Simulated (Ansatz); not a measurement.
An Ansatz input and the part of its output that reports the observables at the nuclei.

The cell is a Materials Project structure (computed, not necessarily an observed phase), atoms as given.

```yaml
crystal:
  lattice:
    - [7.08175196, 0.0, 0.0]
    - [0.0, 7.08175196, 0.0]
    - [0.0, 0.0, 7.08175196]
  atoms:
    - { symbol: Si, position: [0.97797639, 0.52202361, 0.47797639] }
    - { symbol: Si, position: [0.52202361, 0.47797639, 0.97797639] }
    - { symbol: Si, position: [0.47797639, 0.97797639, 0.52202361] }
    - { symbol: Si, position: [0.02202361, 0.02202361, 0.02202361] }
    - { symbol: Si, position: [0.71675728, 0.78324272, 0.21675728] }
    - { symbol: Si, position: [0.78324272, 0.21675728, 0.71675728] }
    - { symbol: Si, position: [0.21675728, 0.71675728, 0.78324272] }
    - { symbol: Si, position: [0.28324272, 0.28324272, 0.28324272] }
    - { symbol: O, position: [0.86084092, 0.33645755, 0.53935925] }
    - { symbol: O, position: [0.36084092, 0.16354245, 0.46064075] }
    - { symbol: O, position: [0.13915908, 0.83645755, 0.96064075] }
    - { symbol: O, position: [0.16354245, 0.46064075, 0.36084092] }
    - { symbol: O, position: [0.96064075, 0.13915908, 0.83645755] }
    - { symbol: O, position: [0.46064075, 0.36084092, 0.16354245] }
    - { symbol: O, position: [0.33645755, 0.53935925, 0.86084092] }
    - { symbol: O, position: [0.53935925, 0.86084092, 0.33645755] }
    - { symbol: O, position: [0.15244277, 0.15244277, 0.15244277] }
    - { symbol: O, position: [0.34755723, 0.84755723, 0.65244277] }
    - { symbol: O, position: [0.65244277, 0.34755723, 0.84755723] }
    - { symbol: O, position: [0.84755723, 0.65244277, 0.34755723] }
    - { symbol: O, position: [0.63915908, 0.66354245, 0.03935925] }
    - { symbol: O, position: [0.03935925, 0.63915908, 0.66354245] }
    - { symbol: O, position: [0.66354245, 0.03935925, 0.63915908] }
    - { symbol: O, position: [0.83645755, 0.96064075, 0.13915908] }
kpoints:
  mp_grid: { grid: [3, 3, 3] }
scf:
  occupations: { method: fermi_dirac, width: 0.02 }
hamiltonian:
  xc: pbe
  pseudopotentials: { kind: paw }
output:
  forces: true
  stress: true
  populations: true
  efg: { quadrupole_moments_barn: { O: -0.02558 }, contact_densities: true }
```

```sh
ansatz run input.yaml --threads 1 --pin off --max-ram 2560MiB --backend cpu --events-out ev --progress --plain --runs-dir out
```

Of the output, the block on the nuclei alone is shown; the set-up, the SCF iterations, energies, forces and stress are cut. One atom of each set with nearly equal values is shown.

```
--- PAW observables at the nuclei: V_zz in 10²¹ V/m², potentials from the cell's mean, atoms counted from 1 ---
  atom   1  Si V_zz =    -0.268736   η = 0.0000   by run symmetry: allowed
            electrostatic potential = -1353.394786 V   contact ρ = 12801.038847 e/Å³
  atom   5  Si V_zz =    +0.527678   η = 0.0000   by run symmetry: allowed
            electrostatic potential = -1353.387264 V   contact ρ = 12801.013180 e/Å³
  atom   9  O  V_zz =    +9.272482   η = 0.1754   by run symmetry: allowed   C_q = -5.7352 MHz
            electrostatic potential = -617.754004 V   contact ρ = 2153.529780 e/Å³
  atom  17  O  V_zz =   +10.215605   η = 0.0000   by run symmetry: allowed   C_q = -6.3186 MHz
            electrostatic potential = -617.707473 V   contact ρ = 2152.649898 e/Å³
```

Hardware: 1 thread of Arm Neoverse V1 (aarch64; 8 cores open to the job, memory cap 2.5 GiB, no GPU), a shared host with a load of 0.4 a core. Wall time 20 s, CPU time 20 s, peak memory 0.51 GiB.

The largest force is 0.3 eV/Å, so the atoms aren't at the calculated equilibrium and relaxing them would move these values.
